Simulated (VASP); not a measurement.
Here is a VASP 6.6.1 calculation.

File INCAR:

```
SYSTEM = Pb
ALGO     = Normal         ! electronic algorithm
EDIFF    = 1E-6           ! SCF threshold, eV
ENCUT    = 520            ! plane-wave cutoff, eV
GGA      = RP             ! functional
ISIF     = 2              ! what is computed and relaxed
ISMEAR   = -1             ! smearing method
LASPH    = .True.         ! aspherical terms in the spheres
LCHARG   = .True.         ! write CHGCAR
LELF     = .True.         ! ELF
LREAL    = .False.        ! projectors in reciprocal space
LVHAR    = .True.       
LWAVE    = .False.        ! write WAVECAR
NBANDS   = 21             ! bands
NELM     = 60             ! most SCF steps
PREC     = Accurate       ! precision mode
SIGMA    = 0.1            ! smearing width, eV
```

The input KPOINTS:

```
k-points
0
Gamma
  9 9 9
  0 0 0
```

Contents of POSCAR:

```
Pb
1.0
    0.0000000000      3.6321459101      3.6321459101
    3.6321459101      0.0000000000      3.6321459101
    3.6321459101      3.6321459101      0.0000000000
Pb
2
Direct
    0.1250000000      0.1250000000      0.1250000000
    0.8750000000      0.8750000000      0.8750000000
```

Potentials or basis: VASP PAW PBE potentials, release 64 (Pb_d).

Run with:

```bash
$ cat potpaw_PBE.64/Pb_d/POTCAR > POTCAR
$ mpirun -np 1 vasp_std > vasp.out
```

Problem. Estimate the band gap on the k mesh.

Solution. None (metal or under the smearing width).

Problem. Estimate the pressure.

Solution. -0.8 GPa.

Caveat: the PAW data sets were made with another functional, which shifts forces and pressure a little. The run has no spin-orbit coupling, so splittings on Pb are missing.
